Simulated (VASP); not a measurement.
The system is GaSb.

```
Sb Ga
1.0
     0.00000    3.05900    3.05900
     3.05900    0.00000    3.05900
     3.05900    3.05900    0.00000
Sb Ga
1 1
Direct
  0.75000 0.75000 0.75000
  0.00000 0.00000 0.00000
```

- Program: VASP 6.6.1
- Task: relaxation of cell and atoms
- Functional: PBEsol0
- Potentials or basis: VASP PAW PBE potentials, release 64 (Sb, Ga_d)
- Cutoff: 600 eV
- k mesh: 4 × 4 × 4
- Occupations: fermi-dirac, width 0.05 eV
- Spin: no spin polarisation

At the start: pressure -1.8 GPa; volume 28.62 Å³/atom.

Task: Where does the relaxation end?

Result: Over 3 steps the energy falls by 5.0 meV/atom and the volume is 27.75 Å³/atom (-3.1 %); space group F-43m (No. 216, to 0.05 Å).

Step by step:
```tsv
step	energy change (eV)	largest force (eV/Å)	pressure (GPa)	volume (Å³)
1	0.0000	0.0000	-1.76	57.25
2	-0.0076	0.0000	0.97	54.68
3	-0.0100	0.0000	-0.01	55.49
```

Final structure:
```xyz
2
Lattice="0.0000 3.0274 3.0274 3.0274 0.0000 3.0274 3.0274 3.0274 0.0000" Properties=species:S:1:pos:R:3 pbc="T T T"
Sb    4.5411    4.5411    4.5411
Ga    0.0000    0.0000    0.0000
```

Caveat: the k mesh is coarse (spacing up to 0.44 Å⁻¹), so the values aren't converged, least of all with exact exchange; the PAW data sets were made with another functional, which shifts forces and pressure a little.
